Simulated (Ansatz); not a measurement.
Write the native input for Ansatz 0.2.0 that does the following.

* Task: relaxation of cell and atoms
* Functional: PBE
* Potentials or basis: Ansatz PAW
* Cutoff: 420 eV (not typed: the program's choice for these potentials)
* k mesh: 7 × 7 × 5
* Occupations: fermi-dirac, width 0.05 eV
* Spin: collinear spin, ferromagnetic start
* Starting moments: [0.0, 0.0, 4.0, 4.0] μB

Crystal: MnSb.

```xyz
4
Lattice="4.1500 0.0000 0.0000 -2.0750 3.5940 0.0000 0.0000 0.0000 5.7800" Properties=species:S:1:pos:R:3 pbc="T T T"
Sb    2.0750    1.1980    4.3350
Sb    0.0000    2.3960    1.4450
Mn    0.0000    0.0000    2.8900
Mn    0.0000    0.0000    0.0000
```

These files were run (other wordings do the same):

input.yaml

```yaml
crystal:
  lattice:
    - [4.15, 0.0, 0.0]
    - [-2.075, 3.5940054257, 0.0]
    - [0.0, 0.0, 5.78]
  atoms:
    - { symbol: Sb, position: [0.6666666667, 0.3333333333, 0.75] }
    - { symbol: Sb, position: [0.3333333333, 0.6666666667, 0.25] }
    - { symbol: Mn, position: [0.0, 0.0, 0.5], spin: 4.0 }
    - { symbol: Mn, position: [0.0, 0.0, 0.0], spin: 4.0 }
hamiltonian:
  xc: pbe
  pseudopotentials: { kind: paw }
magnetization:
  spin_polarized: true
kpoints:
  mp_grid: { grid: [7, 7, 5] }
scf:
  occupations: { method: fermi_dirac, width: 0.05 }
output:
  forces: true
  stress: true
relax:
  f_tol: 0.01
  max_steps: 40
  cell: { stress_tol: 0.05 }
```

Potentials or basis: Ansatz PAW.

Launch:

```sh
$ ansatz run input.yaml --threads 2 --pin off --max-ram 5632MiB --backend cpu --events-out ev --progress --plain --runs-dir out
```

It gave:

```json
{
 "Relaxed volume": "20.28 Å³/atom",
 "Relaxed cell": "a = 4.090 Å, b = 4.090 Å, c = 5.600 Å, α = 90.00°, β = 90.00°, γ = 120.00°",
 "Space group after relaxing (to 0.05 Å)": "P6_3/mmc (No. 194)",
 "Energy gained by relaxing": "14.5 meV/atom",
 "Ionic steps": "5",
 "Pressure after relaxing": "0.0 GPa",
 "Net moment": "6.35 μB per cell",
 "Absolute moment": "7.16 μB per cell",
 "Site moments": "Sb -0.11; Mn +3.23 μB"
}
```

Caveat: the plane-wave basis is chosen anew once the cell has moved, so the energies of steps on either side of that aren't comparable; only a ferromagnetic start was run, and an antiferromagnetic order may lie lower in energy.

Wall time 25 s on 2 threads of Intel(R) Xeon(R) Platinum 8259CL CPU @ 2.50GHz (Skylake/Cascade Lake) (shared host), peak memory 0.53 GiB.
